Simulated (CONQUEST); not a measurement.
The system is SiC (Moissanite).

```
CELL_PARAMETERS angstrom
3.07600 0.00000 0.00000
0.00000 5.04800 0.00000
0.00000 0.00000 5.32779
ATOMIC_POSITIONS crystal
Si 0.00000 0.50000 0.33333
Si 0.50000 0.50000 0.83333
Si 0.00000 0.00000 0.66667
Si 0.50000 0.00000 0.16667
C 0.00000 0.88500 0.33333
C 0.50000 0.88500 0.83333
C 0.00000 0.38500 0.66667
C 0.50000 0.38500 0.16667
```

Base run:

* Program: CONQUEST 1.3
* Functional: PBE
* Potentials or basis: PseudoDojo NC PBE, SZ, grid cutoff 120 Ha
* k mesh: 6 × 4 × 4
* Occupations: fermi-dirac, width 0.05 eV
* Spin: no spin polarisation

Its results: band gap on the k mesh 5.05 eV; pressure 27.4 GPa; largest force 1.289 eV/Å.

Problem. The run is repeated on the same cell with these changes: potentials or basis from PseudoDojo NC PBE, SZ, grid cutoff 120 Ha to PseudoDojo NC PBE, SZP, grid cutoff 120 Ha. What comes out?

Solution. Band gap on the k mesh 2.43 eV; pressure 12.9 GPa; largest force 0.924 eV/Å.

Caveats: the atomic basis is small; the basis of atomic orbitals isn't converged, which shifts pressures, moduli and gaps; the box holds several primitive cells, so bands are folded and the points are those of the box's own zone (some runs); so large a pressure means that the cell lies far from this level's equilibrium, or that cutoff or potentials fall short (some runs); forces of over 1 eV/Å show positions far from the minimum, so gaps and moduli don't describe the material at rest (some runs).

A k mesh can miss the band edges.
